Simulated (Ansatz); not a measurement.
# Ir (Fm-3m) in Ansatz: a series of runs

The runs below take Ir through single point, equation of state, with LDA.

Everything below comes from runs of Ansatz 0.2.0. Logs are shortened: lines on timing, memory, paths and dates and some standing lists are left out, and cuts for length are marked.

**1. Starting point**

Symmetry: Fm-3m, No. 225, cubic system. The conventional cell has a = 3.831 Å, b = 3.831 Å, c = 3.831 Å, α = 90.00°, β = 90.00°, γ = 90.00°. Ir (site symmetry m-3m) is surrounded by 12 Ir at 2.71 Å.

**2. Single point, LDA, 13.22 Å³/atom (volume scaled by 0.94)**

Contents of input.yaml:

```yaml
crystal:
  lattice:
    - [0.0, 1.8764951499, 1.8764951499]
    - [1.8764951499, 0.0, 1.8764951499]
    - [1.8764951499, 1.8764951499, 0.0]
  atoms:
    - { symbol: Ir, position: [0.0, 0.0, 0.0] }
hamiltonian:
  xc: lda
  pseudopotentials: { kind: paw }
kpoints:
  mp_grid: { grid: [12, 12, 12] }
scf:
  occupations: { method: fermi_dirac, width: 0.05 }
output:
  forces: true
  stress: true
  eigenvalues: true
```

Potentials or basis: Ansatz PAW.

Command:

```console
$ ansatz run input.yaml --threads 2 --pin off --max-ram 5632MiB --backend cpu --events-out ev --progress --plain --runs-dir out
```

Output:

```text
Warning: RAYON_NUM_THREADS=2 ignored (pool sized by the plan → 2); use --threads N
Engine: ansatz 0.2.0, aarch64-unknown-linux-gnu
Pseudopotentials: kind: paw
Pseudopotential: Ir, paw, valence charge 17, recommended cutoff 420 eV (normal), Ir.paw.azcp
Functional definition: SPW92
  exchange = slater_x
  correlation = pw_c
Crystal: 1 atoms, lattice volume = 13.215 Å³
Basis set: ecut = 420 eV, 259 PW (Γ)
Bands: 13, of which v1, the nominal top of the filled ones, is band 9 counted from 1 (8 counted from 0)
Symmetry: 48 space group operations
Space group: Fm-3m (ITA 225), of the structure as read, at distance tolerance 2.4e-5 Å
k-points: 72 of 1728
Non-local potential: Ir, projectors of the file, l = 0: 3, l = 1: 2, l = 2: 2, l = 3: 1
PAW form: soft (Blöchl's): semilocal exchange-correlation on the pseudo side does not see the compensation charge
PAW frozen core: Ir, regenerated for the run's functional, and the local potential with it (the file was generated under x = pbe(κ = 0.804, μ = 0.2195149727645171), c = pbe(β = 0.06672455060314922))
PAW one-centre angular grid: Ir, 590 points (default); XC on 64 Gauss nodes
Initial density: superposition of atomic densities (neutral atoms: chi_scale 0, normalization atom), corrected by the library's trained network
Initial wavefunctions: pseudopotential atomic-orbital guess
Functional: x = slater, c = lda
SCF iter   1: F=—  HF=-11663.378798 eV  |F-HF|=—  |Δ(HF+E_count)|=         —  Δρ=7.33e-3  dr2=1.44e-3  ethr=1.77e-3  ⟨swp⟩=5.1  Hψ=4830  notcnv=0
preconditioner: auto → none  [metal: Δε(μ)=0.029 eV  Ē_g=15.085 eV  σ=0.050 eV  W_gap=0.14  n_scr=0 (ndim 8)  ℏωp=30.6 eV  f_vac=0.000  D(μ)=0.49/eV (n_scr^D=0)]
SCF iter   2: F=—  HF=-11663.378570 eV  |F-HF|=—  |Δ(HF+E_count)|=   2.28e-4  Δρ=3.56e-3  dr2=3.02e-4  ethr=8.45e-6  ⟨swp⟩=2.0  Hψ=1698  notcnv=0
SCF iter   3: F=—  HF=-11663.378620 eV  |F-HF|=—  |Δ(HF+E_count)|=   5.07e-5  Δρ=4.22e-4  dr2=2.00e-5  ethr=1.78e-6  ⟨swp⟩=1.9  Hψ=1225  notcnv=0
SCF iter   4: F=—  HF=-11663.378613 eV  |F-HF|=—  |Δ(HF+E_count)|=   7.67e-6  Δρ=1.07e-4  dr2=4.67e-7  ethr=1.18e-7  ⟨swp⟩=2.2  Hψ=1291  notcnv=0
iter 5 did not close the SCF: its close was put off for the readings that it lacked (scf_convergence_deferred on its scf_iter line)
SCF iter   5: F=-11663.378613 eV  HF=-11663.378613 eV  |F-HF|=3.35e-9  |Δ(HF+E_count)|=   2.23e-8  Δρ=1.75e-5  dr2=8.12e-9  ethr=2.75e-9  ⟨swp⟩=2.0  Hψ=1206  notcnv=0
SCF iter   6: F=-11663.378613 eV  HF=-11663.378613 eV  |F-HF|=3.07e-10  |Δ(HF+E_count)|=   4.44e-9  Δρ=2.51e-6  dr2=4.85e-10  ethr=4.78e-11  ⟨swp⟩=2.2  Hψ=2847  notcnv=0
SCF 1 converged in 6 iterations: F = -11663.378613 eV  dr2 = 4.85e-10
SCF converged after 6 iterations
Free energy (F): -11663.378613 eV
Harris-Foulkes:  -11663.378613 eV  (|F-HF|=3.07e-10)
Internal energy: -11663.374452 eV  (E = F + TS)
E sigma→0 (E₀):  -11663.376532 eV
Entropy (-TS):   -0.004161 eV (-4.161 meV/atom)
Fermi energy:    27.793323 eV
--- Per-component energies (eV) ---
  E_band       = -55.504931
  E_kinetic    = 627.128336
  E_local      = -992.681285  (includes V_loc(G=0)·N_el)
  E_nonlocal   = 79.993735
  E_hartree    = 385.278545
  E_xc         = -267.949019
  E_vxc        = -301.872963  (∫ρ·V_xc dr)
  E_paw        = -8953.597775  (= ΣΔE_a)
  E_vpaw       = -238.630547  (= ΣTr[D̂ρ^β])
  E_aug_tail   = 0.000052  (compensation charges beyond the density's cutoff)
  E_ewald      = -2541.958643
  E_core_change = 0.411602  (= ΣΔE_core)
  E_smearing   = -0.004161  (= −TS)
  E_closure    = 0.000000  (closes the sum)
  Σ components = -11663.378613   (vs F -11663.378613, Δ=0.00e0)
--- Forces (eV/Å), atoms counted from 1 ---
  atom   1  Ir     0.00000000     0.00000000     0.00000000
  max |Σ_I F_I| component: 6.57e-31 eV/Å
--- Stress (GPa, compression-positive) ---
       20.470208       0.000000       0.000000
       -0.000000      20.470208       0.000000
        0.000000      -0.000000      20.470208
  P = ⅓ Tr σ = 20.4702 GPa (204.702 kbar)
--- Band table (eV; the first three rows and the last of 72) ---
  k-point 0: bands = ["-65.4170", "-21.7434", "-21.7434", "-21.7434", "15.8579", "23.4097", "23.4097", "23.4097", "26.4345", "26.4345", "41.1773", "47.0208", "47.0208"]
  k-point 1: bands = ["-65.4109", "-21.8142", "-21.7529", "-21.7529", "16.1904", "23.2307", "23.5524", "23.5524", "26.3388", "26.3388", "41.7606", "45.7278", "47.5877"]
  k-point 2: bands = ["-65.3943", "-22.0050", "-21.7788", "-21.7788", "17.0922", "22.8794", "23.8431", "23.8431", "26.2407", "26.2407", "42.9330", "43.8693", "49.1899"]
  k-point 71: bands = ["-65.2961", "-22.4088", "-22.4088", "-22.1262", "20.8124", "22.3626", "22.3626", "25.7011", "29.4379", "36.4420", "37.2773", "37.2773", "41.8725"]
```

It took 0.63 s on 2 threads of Arm Neoverse V1, shared host; peak memory 0.25 GiB.

Results:

| Item | Value |
| --- | --- |
| Free energy | -11663.3786 eV |
| Pressure | 20.5 GPa |
| Band gap on the k mesh | none (metal or under the smearing width) |

Caveat: the PAW data sets come from PBE, with cores solved anew for the run's functional, which leaves a small shift of forces and pressure.

**3. Single point, LDA, 13.50 Å³/atom (volume scaled by 0.96)**

Contents of input.yaml:

```yaml
crystal:
  lattice:
    - [0.0, 1.8897103398, 1.8897103398]
    - [1.8897103398, 0.0, 1.8897103398]
    - [1.8897103398, 1.8897103398, 0.0]
  atoms:
    - { symbol: Ir, position: [0.0, 0.0, 0.0] }
hamiltonian:
  xc: lda
  pseudopotentials: { kind: paw }
kpoints:
  mp_grid: { grid: [12, 12, 12] }
scf:
  occupations: { method: fermi_dirac, width: 0.05 }
output:
  forces: true
  stress: true
  eigenvalues: true
  write_density: true
  write_potential: true
  elf: true
  volumetric_format: npy
```

Potentials or basis: Ansatz PAW.

Command:

```console
$ ansatz run input.yaml --threads 2 --pin off --max-ram 5632MiB --backend cpu --events-out ev --progress --plain --runs-dir out
```

It took 0.78 s on 2 threads of Arm Neoverse V1, shared host; peak memory 0.26 GiB.

Results (log left out):

| Item | Value |
| --- | --- |
| Free energy | -11663.4055 eV |
| Pressure | 10.3 GPa |
| Band gap on the k mesh | none (metal or under the smearing width) |

Caveat: the PAW data sets come from PBE, with cores solved anew for the run's functional, which leaves a small shift of forces and pressure.

**4. Single point, LDA, 13.78 Å³/atom (volume scaled by 0.98)**

Changes to input.yaml since step 3:

```diff
@@ -2,5 +2,5 @@
   lattice:
-    - [0.0, 1.8897103398, 1.8897103398]
-    - [1.8897103398, 0.0, 1.8897103398]
-    - [1.8897103398, 1.8897103398, 0.0]
+    - [0.0, 1.9027432368, 1.9027432368]
+    - [1.9027432368, 0.0, 1.9027432368]
+    - [1.9027432368, 1.9027432368, 0.0]
   atoms:
```

Command:

```console
$ ansatz run input.yaml --threads 2 --pin off --max-ram 5632MiB --backend cpu --events-out ev --progress --plain --runs-dir out
```

It took 0.78 s on 2 threads of Arm Neoverse V1, shared host; peak memory 0.26 GiB.

It converged, with:

* Free energy: -11663.4156 eV
* Pressure: 1.4 GPa
* Band gap on the k mesh: none (metal or under the smearing width)

Caveat: the PAW data sets come from PBE, with cores solved anew for the run's functional, which leaves a small shift of forces and pressure.

**5. Single point, LDA, 14.06 Å³/atom**

Contents of input.yaml:

```yaml
crystal:
  lattice:
    - [0.0, 1.9156, 1.9156]
    - [1.9156, 0.0, 1.9156]
    - [1.9156, 1.9156, 0.0]
  atoms:
    - { symbol: Ir, position: [0.0, 0.0, 0.0] }
hamiltonian:
  xc: lda
  pseudopotentials: { kind: paw }
kpoints:
  mp_grid: { grid: [12, 12, 12] }
scf:
  occupations: { method: fermi_dirac, width: 0.05 }
output:
  forces: true
  stress: true
  eigenvalues: true
```

Command:

```console
$ ansatz run input.yaml --threads 2 --pin off --max-ram 5632MiB --backend cpu --events-out ev --progress --plain --runs-dir out
```

Wall time 0.63 s (2 threads of Arm Neoverse V1, shared host); peak memory 0.25 GiB.

It converged, with:

* Free energy: -11663.4108 eV
* Pressure: -6.6 GPa
* Band gap on the k mesh: none (metal or under the smearing width)

Caveat: the PAW data sets come from PBE, with cores solved anew for the run's functional, which leaves a small shift of forces and pressure.

**6. Single point, LDA, 14.34 Å³/atom (volume scaled by 1.02)**

Changes to input.yaml since step 5:

```diff
@@ -2,5 +2,5 @@
   lattice:
-    - [0.0, 1.9156, 1.9156]
-    - [1.9156, 0.0, 1.9156]
-    - [1.9156, 1.9156, 0.0]
+    - [0.0, 1.9282864624, 1.9282864624]
+    - [1.9282864624, 0.0, 1.9282864624]
+    - [1.9282864624, 1.9282864624, 0.0]
   atoms:
```

Potentials or basis: Ansatz PAW.

Command:

```console
$ ansatz run input.yaml --threads 2 --pin off --max-ram 5632MiB --backend cpu --events-out ev --progress --plain --runs-dir out
```

Wall time 0.62 s (2 threads of Arm Neoverse V1, shared host); peak memory 0.25 GiB.

Results (log left out):

- Free energy: -11663.3930 eV
- Pressure: -13.6 GPa
- Band gap on the k mesh: none (metal or under the smearing width)

Caveat: the PAW data sets come from PBE, with cores solved anew for the run's functional, which leaves a small shift of forces and pressure.

**7. Single point, LDA, 14.62 Å³/atom (volume scaled by 1.04)**

Contents of input.yaml:

```yaml
crystal:
  lattice:
    - [0.0, 1.940808154, 1.940808154]
    - [1.940808154, 0.0, 1.940808154]
    - [1.940808154, 1.940808154, 0.0]
  atoms:
    - { symbol: Ir, position: [0.0, 0.0, 0.0] }
hamiltonian:
  xc: lda
  pseudopotentials: { kind: paw }
kpoints:
  mp_grid: { grid: [12, 12, 12] }
scf:
  occupations: { method: fermi_dirac, width: 0.05 }
output:
  forces: true
  stress: true
  eigenvalues: true
  write_density: true
  write_potential: true
  elf: true
  volumetric_format: npy
```

Command:

```console
$ ansatz run input.yaml --threads 2 --pin off --max-ram 5632MiB --backend cpu --events-out ev --progress --plain --runs-dir out
```

It took 0.79 s on 2 threads of Arm Neoverse V1, shared host; peak memory 0.26 GiB.

It converged, with:

- Free energy: -11663.3636 eV
- Pressure: -19.8 GPa
- Band gap on the k mesh: none (metal or under the smearing width)

Caveat: the PAW data sets come from PBE, with cores solved anew for the run's functional, which leaves a small shift of forces and pressure.

**8. Single point, LDA, 14.90 Å³/atom (volume scaled by 1.06)**

Contents of input.yaml:

```yaml
crystal:
  lattice:
    - [0.0, 1.9531703226, 1.9531703226]
    - [1.9531703226, 0.0, 1.9531703226]
    - [1.9531703226, 1.9531703226, 0.0]
  atoms:
    - { symbol: Ir, position: [0.0, 0.0, 0.0] }
hamiltonian:
  xc: lda
  pseudopotentials: { kind: paw }
kpoints:
  mp_grid: { grid: [12, 12, 12] }
scf:
  occupations: { method: fermi_dirac, width: 0.05 }
output:
  forces: true
  stress: true
  eigenvalues: true
```

Command:

```console
$ ansatz run input.yaml --threads 2 --pin off --max-ram 5632MiB --backend cpu --events-out ev --progress --plain --runs-dir out
```

Wall time 0.64 s (2 threads of Arm Neoverse V1, shared host); peak memory 0.26 GiB.

It converged, with:

```
Free energy            : -11663.3239 eV
Pressure               : -25.3 GPa
Band gap on the k mesh : none (metal or under the smearing width)
```

Caveat: the PAW data sets come from PBE, with cores solved anew for the run's functional, which leaves a small shift of forces and pressure.

**9. Equation of state, LDA**

Potentials or basis: Ansatz PAW.

This step only gathers the single runs of the series.

What came out:

```
Equilibrium volume                      : 13.82 Å³/atom
Bulk modulus                            : 406 GPa
Pressure derivative of the bulk modulus : 5.0
```

Energy against volume, from the lowest point:
| volume (Å³/atom) | energy (meV/atom) |
| --- | --- |
| 13.215 | 36.95 |
| 13.496 | 10.10 |
| 13.778 | 0.00 |
| 14.059 | 4.72 |
| 14.340 | 22.56 |
| 14.621 | 51.99 |
| 14.902 | 91.64 |

Spin-orbit coupling is left out, which matters for the levels of Ir. LDA usually gives volumes a few per cent too small.
